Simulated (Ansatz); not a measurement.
Runs of Ansatz 0.2.0 on Ti. The structure is hexagonal, space group P6_3/mmc (No. 194). Conventional cell: a = 2.950 Å, b = 2.950 Å, c = 4.680 Å, α = 90.00°, β = 90.00°, γ = 120.00°. Ti (site symmetry -6m2) is surrounded by 12 Ti at 2.89 to 2.95 Å. 

```csv
task,level,cell,points for each segment of the path,gap on the mesh (eV),pressure (GPa),relaxed volume (Å³/atom)
band structure,RPBE,as given,14,none,1.7,-
relaxation of cell and atoms,PBEsol,relaxed,-,-,0.0,(a)
band structure,PBEsol,as given,14,none,-5.7,-
band structure,LDA,as given,14,none,(b),-
relaxation of cell and atoms,RPBE,relaxed,-,none,0.0,17.91
```

Alike in all rows: potentials or basis Ansatz PAW; no spin polarisation; k mesh 10 × 10 × 6; cutoff (eV) 420; smearing fermi-dirac 0.05 eV.

Question: Estimate the missing entries.

Answer: (a) 16.73; (b) -9.8.

Caveats: the PAW data sets come from PBE, with cores solved anew for the run's functional, which leaves a small shift of forces and pressure; the plane-wave basis is chosen anew once the cell has moved, so the energies of steps on either side of that aren't comparable (some runs).

A gap of «none» marks a metal or a gap under the smearing width.

Runs at the PBE level aren't shown here.
